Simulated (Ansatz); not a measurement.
# KI: the cost of one run

Program: Ansatz 0.2.0. Level of theory: DFT PBE, scalar-relativistic, plane waves, PAW. These are calculated values, not measurements.

2 further runs of the same task are left out: 2 set aside as unsound or not needed.

## 1. Starting point

Symmetry: Fm-3m, No. 225, cubic system. Conventional cell: a = 7.176 Å, b = 7.176 Å, c = 7.176 Å, α = 90.00°, β = 90.00°, γ = 90.00°. Around K (site symmetry m-3m) lie 6 I at 3.59 Å. I (site symmetry m-3m) has 6 K at 3.59 Å as nearest neighbours.

Coordinates:

```cif
data_structure
_symmetry_space_group_name_H-M 'Fm-3m'
_symmetry_Int_Tables_number 225
_cell_length_a 7.1764
_cell_length_b 7.1764
_cell_length_c 7.1764
_cell_angle_alpha 90.000
_cell_angle_beta 90.000
_cell_angle_gamma 90.000
_cell_volume 369.58
loop_
_atom_site_label
_atom_site_type_symbol
_atom_site_symmetry_multiplicity
_atom_site_Wyckoff_symbol
_atom_site_fract_x
_atom_site_fract_y
_atom_site_fract_z
_atom_site_occupancy
K1 K 4 a 0.00000 0.00000 0.00000 1
I1 I 4 b 0.50000 0.00000 0.00000 1
```

It is the result of an earlier relaxation at this level (volume 46.20 Å³/atom; gap on the mesh: 3.86 eV).

## 2. Next: the cluster of 10 host atoms, cut as a sphere about point 0.32 0.14 0.34, shaken

The cluster is cut from the relaxed crystal and set in a periodic box with vacuum round it. Its excess energy counts from the bulk, -4526.8488 eV an atom.

The cell holds 5 K, 5 I: a = 12.100 Å, b = 16.000 Å, c = 12.700 Å, α = 90.00°, β = 90.00°, γ = 90.00°.

## 3. The relaxation run

The input, input.yaml:

```yaml
crystal:
  lattice:
    - [12.1, 0.0, 0.0]
    - [0.0, 16.0, 0.0]
    - [0.0, 0.0, 12.7]
  atoms:
    - { symbol: K, position: [0.3462397115, 0.4984834552, 0.3588585759] }
    - { symbol: I, position: [0.6483349617, 0.502952235, 0.3595684456] }
    - { symbol: K, position: [0.3513137072, 0.2771784224, 0.6436929509] }
    - { symbol: K, position: [0.3557210016, 0.7250161198, 0.6438322748] }
    - { symbol: I, position: [0.6481262912, 0.2723774073, 0.6364311425] }
    - { symbol: I, position: [0.6463616796, 0.7225719639, 0.6404075225] }
    - { symbol: K, position: [0.6439371026, 0.5019904502, 0.6350184383] }
    - { symbol: I, position: [0.3535930148, 0.500145374, 0.6400332185] }
    - { symbol: K, position: [0.6411716763, 0.7269141534, 0.358232947] }
    - { symbol: I, position: [0.348702672, 0.7208784292, 0.3533307766] }
basis:
  ecutwfc: 420
kpoints:
  mp_grid: { grid: [1, 1, 1] }
hamiltonian:
  xc: pbe
scf:
  occupations: { method: gaussian, width: 0.05 }
output:
  forces: true
  eigenvalues: true
  populations: true
  write_density: true
  write_potential: true
  elf: true
  volumetric_format: npy
relax:
  adjacent_minimum: "off"
  f_tol: 0.03
  max_steps: 40
```

The run is started by

```bash
> ansatz run input.yaml --threads 4 --pin off --max-ram 11264MiB --backend cpu --events-out ev --progress --plain --runs-dir out
```

**Question.** How long does this run take on 4 threads of Arm Neoverse V2, shared host, and how much memory does it need?

About 57 s, with a peak of 1.4 GiB.
